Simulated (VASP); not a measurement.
# NiO (Fm-3m) in VASP: single point with PBE+U

Aim: the single point of NiO with PBE+U.

Program: VASP 6.6.1. These are calculated values, not measurements. Logs are shortened: lines on timing, memory, paths and dates and some standing lists are left out, and cuts for length are marked.

## Step 1: Starting point

The structure is cubic, space group Fm-3m (No. 225). Conventional cell: a = 4.196 Å, b = 4.196 Å, c = 4.196 Å, α = 90.00°, β = 90.00°, γ = 90.00°. Ni (site symmetry m-3m) is surrounded by 6 O at 2.10 Å. Around O (site symmetry m-3m) lie 6 Ni at 2.10 Å.

## Step 2: Single point, PBE+U, collinear spin, ferromagnetic start

INCAR reads:

```
SYSTEM = NiO
PREC     = Normal         ! precision mode
ENCUT    = 450            ! plane-wave cutoff, eV
EDIFF    = 1E-7           ! SCF threshold, eV
ISMEAR   = 0              ! smearing method
SIGMA    = 0.01           ! smearing width, eV
LREAL    = Auto         
LASPH    = .TRUE.         ! aspherical terms in the spheres
NELM     = 150            ! most SCF steps
ALGO     = Normal         ! electronic algorithm
ISIF     = 2              ! what is computed and relaxed
LWAVE    = .FALSE.        ! write WAVECAR
LCHARG   = .FALSE.        ! write CHGCAR
ISPIN    = 2              ! spin polarisation
MAGMOM   = 2 2 2 2 2 2 2 2 0.2 0.2 0.2 0.2 0.2 0.2 0.2 0.2 ! initial moments
LORBIT   = 11             ! projections on sites
LMAXMIX  = 4              ! l up to which the mixer works
LDAU     = .TRUE.         ! DFT+U
LDAUTYPE = 2            
LDAUL    = 2 -1           ! shell
LDAUU    = 6.2 0          ! U, eV
LDAUJ    = 0 0          
LDAUPRINT= 1            
GGA      = PE             ! functional
AMIX     = 0.2          
BMIX     = 1E-4         
AMIX_MAG = 0.8          
BMIX_MAG = 1E-4         
ICORELEVEL= 1
```

KPOINTS reads:

```
Automatic mesh
0
G
  2 2 2
  0 0 0
```

POSCAR reads:

```
NiO
1.0
    0.0000000000      4.1956280000     -4.1956280000
    4.1956280000      4.1956280000      0.0000000000
    4.1956280000      0.0000000000     -4.1956280000
Ni O
8 8
Direct
    0.5000000000      0.0000000000      0.5000000000
    0.5000000000      0.5000000000      0.5000000000
    0.0000000000      0.0000000000      0.5000000000
    0.0000000000      0.5000000000      0.5000000000
    0.5000000000      0.0000000000      0.0000000000
    0.5000000000      0.5000000000      0.0000000000
    0.0000000000      0.0000000000      0.0000000000
    0.0000000000      0.5000000000      0.0000000000
    0.2500000000      0.7500000000      0.2500000000
    0.2500000000      0.2500000000      0.2500000000
    0.7500000000      0.7500000000      0.2500000000
    0.7500000000      0.2500000000      0.2500000000
    0.2500000000      0.7500000000      0.7500000000
    0.2500000000      0.2500000000      0.7500000000
    0.7500000000      0.7500000000      0.7500000000
    0.7500000000      0.2500000000      0.7500000000
```

Potentials or basis: VASP PAW PBE potentials, release 64 (Ni, O).

On the command line:

```bash
$ cat potpaw_PBE.64/Ni/POTCAR potpaw_PBE.64/O/POTCAR > POTCAR
$ mpirun -np 1 vasp_std > vasp.out
```

OUTCAR:

```text
SYSTEM = NiO
   PREC = Normal
   ENCUT = 450
   EDIFF = 1E-7
   ISMEAR = 0
   LREAL = Auto
   LASPH = .TRUE.
   NELM = 150
   ISIF = 2
   ISPIN = 2
   LORBIT = 11
   GGA = PE
   AMIX = 0.2
   AMIX_MAG = 0.8

 ion  position               nearest neighbor table
   1  0.500  0.000  0.500-  10 2.10  11 2.10  12 2.10  13 2.10  14 2.10  15 2.10   2 2.97   3 2.97
                             5 2.97   5 2.97   6 2.97   7 2.97   2 2.97   4 2.97   6 2.97   3 2.97
   2  0.500  0.500  0.500-   9 2.10  11 2.10  12 2.10  13 2.10  14 2.10  16 2.10   1 2.97   4 2.97
                             6 2.97   5 2.97   6 2.97   8 2.97   1 2.97   3 2.97   5 2.97   3 2.97
   3  0.000  0.000  0.500-   9 2.10  10 2.10  12 2.10  13 2.10  15 2.10  16 2.10   1 2.97   4 2.97
                             7 2.97   5 2.97   7 2.97   8 2.97   2 2.97   4 2.97   8 2.97   1 2.97
   4  0.000  0.500  0.500-   9 2.10  10 2.10  11 2.10  14 2.10  15 2.10  16 2.10   2 2.97   3 2.97
                             8 2.97   6 2.97   7 2.97   8 2.97   1 2.97   3 2.97   7 2.97   1 2.97
   5  0.500  0.000  0.000-   9 2.10  10 2.10  11 2.10  14 2.10  15 2.10  16 2.10   1 2.97   6 2.97
                             7 2.97   1 2.97   2 2.97   3 2.97   2 2.97   6 2.97   8 2.97   3 2.97
   6  0.500  0.500  0.000-   9 2.10  10 2.10  12 2.10  13 2.10  15 2.10  16 2.10   2 2.97   5 2.97
                             8 2.97   1 2.97   2 2.97   4 2.97   1 2.97   5 2.97   7 2.97   4 2.97
   7  0.000  0.000  0.000-   9 2.10  11 2.10  12 2.10  13 2.10  14 2.10  16 2.10   3 2.97   5 2.97
                             8 2.97   1 2.97   3 2.97   4 2.97   4 2.97   6 2.97   8 2.97   1 2.97
   8  0.000  0.500  0.000-  10 2.10  11 2.10  12 2.10  13 2.10  14 2.10  15 2.10   4 2.97   6 2.97
                             7 2.97   2 2.97   3 2.97   4 2.97   3 2.97   5 2.97   7 2.97   2 2.97
   9  0.250  0.750  0.250-   2 2.10   3 2.10   4 2.10   5 2.10   6 2.10   7 2.10
[... 13 lines left out ...]
 A1 = (   0.0000000000,   4.1956280000,  -4.1956280000)
 A2 = (   4.1956280000,   4.1956280000,   0.0000000000)
 A3 = (   4.1956280000,   0.0000000000,  -4.1956280000)

Analysis of symmetry for initial positions (statically):
=====================================================================
 Subroutine PRICEL returns following result:

  LATTYP: Found a face centered cubic cell.
 ALAT       =     4.1956280000
[... 12 lines left out ...]
 Subroutine GETGRP returns: Found 48 space group operations
 (whereof 48 operations were pure point group operations)
 out of a pool of 48 trial point group operations.

The static configuration has the point symmetry O_h .

Analysis of symmetry for dynamics (positions and initial velocities):
=====================================================================
 Subroutine PRICEL returns following result:

  LATTYP: Found a face centered cubic cell.
 ALAT       =     4.1956280000
[... 12 lines left out ...]
 Subroutine GETGRP returns: Found 48 space group operations
 (whereof 48 operations were pure point group operations)
[... 450 lines left out ...]
 cond. band min:       9.1652175641   @ k =   0.0000   0.0000   0.0000
 fundamental gap:      2.5388515985
 Fermi energy:         6.7431748053

 spin component 1

 k-point     1 :       0.0000    0.0000    0.0000
  band No.  band energies     occupation
      1     -12.1197      1.00000
      2     -10.9597      1.00000
      3     -10.9597      1.00000
      4     -10.9597      1.00000
      5     -10.7091      1.00000
      6     -10.7091      1.00000
[... 226 lines left out ...]
     75      14.7622      0.00000
     76      14.7622      0.00000
 Fermi energy:         6.7431748053

 spin component 2

 k-point     1 :       0.0000    0.0000    0.0000
  band No.  band energies     occupation
      1     -11.8139      1.00000
      2     -10.3860      1.00000
      3     -10.3860      1.00000
      4     -10.3860      1.00000
      5     -10.3860      1.00000
      6     -10.1717      1.00000
[... 226 lines left out ...]
     75      15.2220      0.00000
     76      15.2220      0.00000
 [bands above 76 left out]

------------------------ aborting loop because EDIFF is reached ----------------------------------------

  FORCE on cell =-STRESS in cart. coord.  units (eV):
  Direction    XX          YY          ZZ          XY          YZ          ZX
  --------------------------------------------------------------------------------------
  -------------------------------------------------------------------------------------
  Total       -1.0626944     -1.0626944     -1.0626944     -0.0000000     -0.0000000      0.0000000
  in kB      -11.5265158    -11.5265158    -11.5265158     -0.0000000     -0.0000000      0.0000000
  external PRESSURE =     -11.5265158 kB  Pullay stress =       0.0000000 kB

 VOLUME and BASIS-vectors are now :
 -----------------------------------------------------------------------------
  energy-cutoff  :      450.00
  volume of cell :      147.71
      direct lattice vectors                 reciprocal lattice vectors
     0.000000000  4.195628000 -4.195628000    -0.119171671  0.119171671 -0.119171671
     4.195628000  4.195628000  0.000000000     0.119171671  0.119171671  0.119171671
     4.195628000  0.000000000 -4.195628000     0.119171671 -0.119171671 -0.119171671

 POSITION                                       TOTAL-FORCE (eV/Angst)
 -----------------------------------------------------------------------------------
      2.09781      2.09781     -4.19563         0.000000      0.000000     -0.000000
      4.19563      4.19563     -4.19563         0.000000     -0.000000     -0.000000
      2.09781      0.00000     -2.09781         0.000000      0.000000     -0.000000
      4.19563      2.09781     -2.09781         0.000000      0.000000      0.000000
      0.00000      2.09781     -2.09781         0.000000     -0.000000     -0.000000
      2.09781      4.19563     -2.09781        -0.000000      0.000000      0.000000
[... 8 lines left out ...]
      6.29344      6.29344     -6.29344        -0.000000     -0.000000      0.000000
      4.19563      4.19563     -6.29344        -0.000000      0.000000     -0.000000
 -----------------------------------------------------------------------------------
    total drift:                                0.000000      0.000000      0.000000

  FREE ENERGIE OF THE ION-ELECTRON SYSTEM (eV)
  ---------------------------------------------------
  free  energy   TOTEN  =       -81.2516678730 eV

  energy  without entropy=      -81.2516678730  energy(sigma->0) =      -81.25166787

 total charge

# of ion       s       p       d       tot
------------------------------------------
    1        0.339   0.415   8.214   8.968
    2        0.339   0.415   8.214   8.968
    3        0.339   0.415   8.214   8.968
    4        0.339   0.415   8.214   8.968
    5        0.339   0.415   8.214   8.968
    6        0.339   0.415   8.214   8.968
[... 8 lines left out ...]
   15        1.556   3.482   0.000   5.038
   16        1.556   3.482   0.000   5.038
--------------------------------------------------
tot         15.157  31.183  65.711 112.051

 magnetization (x)

# of ion       s       p       d       tot
------------------------------------------
    1        0.011   0.012   1.800   1.823
    2        0.011   0.012   1.800   1.823
    3        0.011   0.012   1.800   1.823
    4        0.011   0.012   1.800   1.823
    5        0.011   0.012   1.800   1.823
    6        0.011   0.012   1.800   1.823
[... 8 lines left out ...]
   15        0.017   0.156   0.000   0.173
   16        0.017   0.156   0.000   0.173
--------------------------------------------------
tot          0.225   1.341  14.397  15.963
```

OSZICAR:

```text
N       E                     dE             d eps       ncg     rms          rms(c)
DAV:   1     0.142053104646E+04    0.14205E+04   -0.51760E+04  1020   0.185E+03
DAV:   2     0.201034209572E+03   -0.12195E+04   -0.11255E+04  1020   0.475E+02
[... 13 lines left out ...]
DAV:  16    -0.812516437347E+02   -0.31933E-04   -0.21046E-04  1111   0.741E-02    0.418E-02
DAV:  17    -0.812516649048E+02   -0.21170E-04   -0.20891E-05  1395   0.596E-02    0.263E-02
DAV:  18    -0.812516679300E+02   -0.30252E-05   -0.11058E-05  1139   0.185E-02    0.976E-03
DAV:  19    -0.812516680332E+02   -0.10321E-06   -0.13929E-06  1171   0.610E-03    0.525E-03
DAV:  20    -0.812516679166E+02    0.11662E-06   -0.28316E-07   774   0.327E-03    0.124E-03
DAV:  21    -0.812516678730E+02    0.43576E-07   -0.17771E-08   595   0.100E-03
   1 F= -.81251668E+02 E0= -.81251668E+02  d E =-.129005E-61  mag=    16.0000
```

stdout:

```text
POSCAR found type information on POSCAR NiO
 POSCAR found :  2 types and      16 ions
 scaLAPACK will be used
 LDA part: xc-table for (Slater+PW92), standard interpolation
 POSCAR, INCAR and KPOINTS ok, starting setup
 FFT: planning ... GRIDC
 FFT: planning ... GRID_SOFT
 FFT: planning ... GRID
 WAVECAR not read
 entering main loop
```

Wall time 71 s (1 thread of Intel Xeon Platinum 8488C (Sapphire Rapids), shared host); peak memory 0.22 GiB.

Results:

* Free energy: -81.2517 eV
* Band gap on the k mesh: 2.54 eV
* Net moment: 16.00 μB per cell
* Site moments: Ni +1.82; O +0.17 μB
* Valence electrons inside the program's atomic spheres: Ni 8.97; O 5.04

Levels at points of the mesh, in eV from the valence-band top:
Spin up:
| k point | band 70 | band 71 | band 72 | band 73 | band 74 | band 75 |
| --- | --- | --- | --- | --- | --- | --- |
| (0.00, 0.00, 0.00) | 0.00 | 0.00 | 0.00 | 2.66 | 6.72 | 6.72 |
| (0.50, 0.00, 0.00) | -0.62 | -0.62 | -0.62 | 5.44 | 5.44 | 8.45 |
| (0.50, 0.50, 0.00) | -0.17 | -0.17 | -0.17 | 6.39 | 6.39 | 8.14 |
Spin down:
```tsv
k point	band 53	band 54	band 55	band 56	band 57	band 58	band 59	band 60
(0.00, 0.00, 0.00)	-1.95	-1.02	-1.02	-1.02	2.54	2.54	2.98	2.98
(0.50, 0.00, 0.00)	-1.67	-1.67	-1.67	-1.67	3.77	3.77	3.77	3.77
(0.50, 0.50, 0.00)	-1.23	-1.23	-1.23	-1.23	2.76	2.76	3.20	3.20
```

Eigenvalues of the final occupation matrices:
| site | spin | trace | eigenvalues |
| --- | --- | --- | --- |
| site 1 d | 1 | 5.02 | 0.98 0.98 0.98 1.04 1.04 |
| site 1 d | 2 | 3.22 | 0.14 0.14 0.98 0.98 0.98 |
| site 2 d | 1 | 5.02 | 0.98 0.98 0.98 1.04 1.04 |
| site 2 d | 2 | 3.22 | 0.14 0.14 0.98 0.98 0.98 |
| site 3 d | 1 | 5.02 | 0.98 0.98 0.98 1.04 1.04 |
| site 3 d | 2 | 3.22 | 0.14 0.14 0.98 0.98 0.98 |
| site 4 d | 1 | 5.02 | 0.98 0.98 0.98 1.04 1.04 |
| site 4 d | 2 | 3.22 | 0.14 0.14 0.98 0.98 0.98 |
| site 5 d | 1 | 5.02 | 0.98 0.98 0.98 1.04 1.04 |
| site 5 d | 2 | 3.22 | 0.14 0.14 0.98 0.98 0.98 |
| site 6 d | 1 | 5.02 | 0.98 0.98 0.98 1.04 1.04 |
| site 6 d | 2 | 3.22 | 0.14 0.14 0.98 0.98 0.98 |

Core levels (eV, on the scale of the bands):
```csv
atom,levels
1 Ni,"1s -8197.5, 2s -967.4, 2p -830.3, 3s -96.5, 3p -56.9"
2 Ni,"1s -8197.5, 2s -967.4, 2p -830.3, 3s -96.5, 3p -56.9"
3 Ni,"1s -8197.5, 2s -967.4, 2p -830.3, 3s -96.5, 3p -56.9"
4 Ni,"1s -8197.5, 2s -967.4, 2p -830.3, 3s -96.5, 3p -56.9"
5 Ni,"1s -8197.5, 2s -967.4, 2p -830.3, 3s -96.5, 3p -56.9"
6 Ni,"1s -8197.5, 2s -967.4, 2p -830.3, 3s -96.5, 3p -56.9"
```

Caveat: the k mesh is coarse (spacing up to 0.65 Å⁻¹), so the values aren't converged; the cutoff is under 1.25 times the usual one of these potentials, so pressure, stress and relaxed cells hold a basis-set (Pulay) error. The state reached can hang on the start; a lower one may exist.
